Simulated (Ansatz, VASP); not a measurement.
# MgO: VASP beside Ansatz

The input INCAR:

```
PREC     = Accurate       # precision mode
ENCUT    = 520            # plane-wave cutoff, eV
EDIFF    = 1E-6           # SCF threshold, eV
ISMEAR   = 0              # smearing method
SIGMA    = 0.1            # smearing width, eV
LREAL    = F              # projectors in reciprocal space
LASPH    = T              # aspherical terms in the spheres
NELM     = 100            # most SCF steps
ALGO     = Fast           # electronic algorithm
ISIF     = 2              # what is computed and relaxed
LWAVE    = F              # write WAVECAR
LCHARG   = F              # write CHGCAR
GGA      = PE             # functional
NBANDS   = 11             # bands
```

The input KPOINTS:

```
Automatic mesh
0
Gamma
  6 6 6
```

Contents of POSCAR:

```
MgO
1.0
    0.0000000000      2.4233788221      2.4233788221
    2.4233788221      0.0000000000      2.4233788221
    2.4233788221      2.4233788221      0.0000000000
Mg O
1 1
Direct
    0.0000000000      0.0000000000      0.0000000000
    0.5000000000      0.5000000000      0.5000000000
```

Input for Ansatz:

```yaml
crystal:
  lattice:
    - [0.0, 2.4233788221, 2.4233788221]
    - [2.4233788221, 0.0, 2.4233788221]
    - [2.4233788221, 2.4233788221, 0.0]
  atoms:
    - { symbol: Mg, position: [0.0, 0.0, 0.0] }
    - { symbol: O, position: [0.5, 0.5, 0.5] }
basis:
  ecutwfc: 420
kpoints:
  mp_grid: { grid: [6, 6, 6] }
hamiltonian:
  xc: pbe
scf:
  occupations: { method: gaussian, width: 0.1 }
output:
  forces: true
  stress: true
  eigenvalues: true
```

Alike in both runs: task single point; functional PBE; k mesh 6 × 6 × 6; occupations gaussian, width 0.1 eV; no spin polarisation.

|  | VASP | Ansatz |
| --- | --- | --- |
| version | VASP 6.6.1 | Ansatz 0.2.0 |
| potentials or method | VASP PAW PBE potentials, release 64 (Mg, O) | scalar-relativistic, plane waves, PAW |
| plane-wave cutoff (eV) | 520 | 420 |
| valence electrons in the cell | 8 | 16 |

VASP gave:

* gap on the k mesh at the Fermi level (eV): 1.59
* least direct gap on the mesh (eV): 1.59
* pressure (GPa): -26.7

Task: Which values does Ansatz return?

Result: gap on the k mesh at the Fermi level (eV): 1.62; least direct gap on the mesh (eV): 1.62; pressure (GPa): -26.3.

The two sets of potentials don't hold the same shells in valence.

Caveats: so large a pressure means that the cell lies far from this level's equilibrium, or that cutoff or potentials fall short (VASP).
